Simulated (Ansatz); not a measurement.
## CuO under changes of volume

One of the cells (11.053 Å³/atom); the others are scaled copies at fixed shape and fractional positions:

```
Cu O
1.0
     1.99097   -2.15355    0.00000
     1.99097    2.15355    0.00000
     0.00000    0.00000    5.15593
Cu O
2 2
Direct
  0.50000 0.00000 0.00000
  0.00000 0.50000 0.50000
  0.50000 0.50000 0.25000
  0.50000 0.50000 0.75000
```

Measurements of this composition are mostly on another form, of space group No. 15.

```yaml
Program: Ansatz 0.2.0
Functional: PBEsol
Potentials_or_basis: all-electron LAPW, scalar-relativistic
Cutoff: 439 eV (chosen from the basis error)
Basis_error_allowed: 0.001 eV/atom
k_mesh: 9 × 9 × 5
Occupations: fermi-dirac, width 0.05 eV
Spin: no spin polarisation
```

```csv
volume (Å³/atom),energy over the lowest point (meV/atom),pressure (GPa)
10.390,3.35,4.4
10.611,0.00,0.5
10.832,1.73,-2.9
11.053,?,?
11.274,18.29,-8.8
11.496,32.14,-11.2
11.717,49.16,-13.4
```

**Question.** What does the run at 11.053 Å³/atom give?

**Answer.** Energy over the lowest point 8.00 meV/atom; pressure -6.0 GPa.

Worked out: A Birch-Murnaghan fit of order 3 (a polynomial in V^(-2/3)) to the other rows has its minimum at 10.64 Å³/atom with B0 = V·E''(V) = 175 GPa and B' = 4.8 at fixed shape and positions, which overstates the stiffness. It gives 8.00 meV/atom at 11.053 Å³/atom, against the run's 8.00, and -dE/dV = -6.0 GPa, against -6.0.

Energies are extrapolated to zero smearing.

Caveats: the run has no spin polarisation, though such a crystal can be magnetic.
